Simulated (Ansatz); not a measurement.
**17O NMR of the central transition in Ga₂O₃ under strain**

Cell: an entry of the Crystallography Open Database (COD), relaxed with PBE at fixed cell and then changed (z stretched by 2 %, ions relaxed).

```
CELL_PARAMETERS angstrom
6.10700 -1.51855 0.00000
6.10700 1.51855 0.00000
-1.38599 0.00000 5.74261
ATOMIC_POSITIONS crystal
Ga 0.09339 0.09339 0.79948
Ga 0.90661 0.90661 0.20052
Ga 0.65846 0.65846 0.31552
Ga 0.34154 0.34154 0.68448
O 0.16793 0.16793 0.11107
O 0.83207 0.83207 0.88893
O 0.17233 0.17233 0.56143
O 0.82767 0.82767 0.43857
O 0.49503 0.49503 0.25290
O 0.50497 0.50497 0.74710
```

Atom numbers follow the list; atoms alike are taken as one site, whose name carries the number of the first.

Method: Kohn–Sham DFT in Ansatz, PBE, plane waves and PAW, scalar-relativistic, 420 eV cutoff, Γ-centred 10×10×6 k-points, Fermi–Dirac smearing 0.02 eV.

17O has I = 5/2 and Q = -25.58 mb (Pyykkö 2018); at 16.4 T its Larmor frequency is ν₀ = 94.7 MHz. Only the quadrupole interaction is simulated: positions count from each site's isotropic chemical shift, and J coupling is left out, as are shift anisotropy and dipolar coupling, which fast spinning averages.

Q: What does the 17O spectrum (fast magic-angle spinning) show for each site?

A: 

```
site                               first shell  C_Q (MHz)     η  P_Q (MHz)  δ_QIS (ppm)  breadth (kHz)
  O5  3 Ga at 1.85–1.96 Å; also 2 Ga at 3.22 Å       5.21  0.52       5.44        -19.8           4.35
  O7                       4 Ga at 1.88–2.08 Å      -2.64  0.11       2.65        -4.69          0.984
  O9                       3 Ga at 1.85–1.94 Å       6.91  0.10       6.93        -32.1           6.72
```

δ_QIS = −(ν_Q²/30ν₀²)[I(I+1) − 3/4](1 + η²/3) × 10⁶ ppm with ν_Q = 3|C_Q|/[2I(2I−1)]; it falls as 1/B₀² in ppm, and the breadth as 1/B₀ in kHz.

At O5 and O9 V_zz stands upright on the plane through its three neighbours (within 2°) in each case. At O7 V_zz points along its shortest bond, to Ga (within 9°).
